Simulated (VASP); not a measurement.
**Sr: single point with PBE**

Sr:

```xyz
1
Lattice="-2.4250 2.4250 2.4250 2.4250 -2.4250 2.4250 2.4250 2.4250 -2.4250" Properties=species:S:1:pos:R:3 pbc="T T T"
Sr    0.0000    0.0000    0.0000
```

This isn't the form of Sr at room conditions, which is fcc.

```
Program                : VASP 6.6.1
Task                   : single point
Functional             : PBE
Potentials or basis    : VASP PAW PBE potentials, release 64 (Sr_sv)
Cutoff                 : 520 eV
k mesh                 : 14 × 14 × 14
Occupations            : gaussian, width 0.15 eV
Spin                   : no spin polarisation
Dipole correction      : no
Further INCAR settings : ALGO = Normal; EDIFF = 1e-06; NBANDS = 11
```

```yaml
Pressure: -0.6 GPa
Band_gap_on_the_k_mesh: none (metal or under the smearing width)
```

Levels at points of the mesh, in eV from the Fermi level:
| k point | band 3 | band 4 | band 5 | band 6 | band 7 | band 8 |
| --- | --- | --- | --- | --- | --- | --- |
| (0.00, 0.00, 0.00) | -18.59 | -18.59 | -3.59 | 2.32 | 2.32 | 2.32 |
| (0.50, 0.00, 0.00) | -18.65 | -18.59 | -0.99 | 0.17 | 1.21 | 3.40 |
| (0.50, 0.50, 0.50) | -18.72 | -18.72 | -0.10 | -0.10 | 3.47 | 3.47 |

Wall time 15 s on 1 thread of Intel(R) Xeon(R) 6975P-C (Granite Rapids), with other jobs on the host, peak memory 0.21 GiB.
